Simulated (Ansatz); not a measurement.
**Au under changes of volume**

One of the cells (17.771 Å³/atom); the others are scaled copies at fixed shape and fractional positions:

```
Au
1.0
     2.90000    0.00000    0.00000
    -1.45000    2.51147    0.00000
     0.00000    0.00000    4.88000
Au
2
Direct
  0.66667 0.33333 0.25000
  0.33333 0.66667 0.75000
```

This isn't the form of Au at room conditions, which is fcc.

| Quantity | Value |
| --- | --- |
| Program | Ansatz 0.2.0 |
| Functional | LDA |
| Potentials or basis | all-electron LAPW, scalar-relativistic |
| Cutoff | 245 eV (chosen from the basis error) |
| Basis error allowed | 0.001 eV/atom |
| k mesh | 11 × 11 × 6 |
| Occupations | fermi-dirac, width 0.05 eV |
| Spin | no spin polarisation |

```tsv
volume (Å³/atom)	energy over the lowest point (meV/atom)	pressure (GPa)
16.705	0.00	-1.3
17.060	7.02	-4.9
17.416	21.48	-8.1
17.771	42.44	-10.8
18.127	69.06	-13.2
18.482	100.58	-15.2
18.837	?	?
```

**Question.** What does the run at 18.837 Å³/atom give?

**Answer.** Energy over the lowest point 136.27 meV/atom; pressure -16.9 GPa.

Worked out: A Birch-Murnaghan fit of order 3 (a polynomial in V^(-2/3)) to the other rows has its minimum at 16.58 Å³/atom, just outside them, with B0 = V·E''(V) = 187 GPa and B' = 5.3 at fixed shape and positions, which overstates the stiffness. It gives 136.36 meV/atom at 18.837 Å³/atom, against the run's 136.27, and -dE/dV = -17.0 GPa, against -16.9.

Energies are extrapolated to zero smearing.
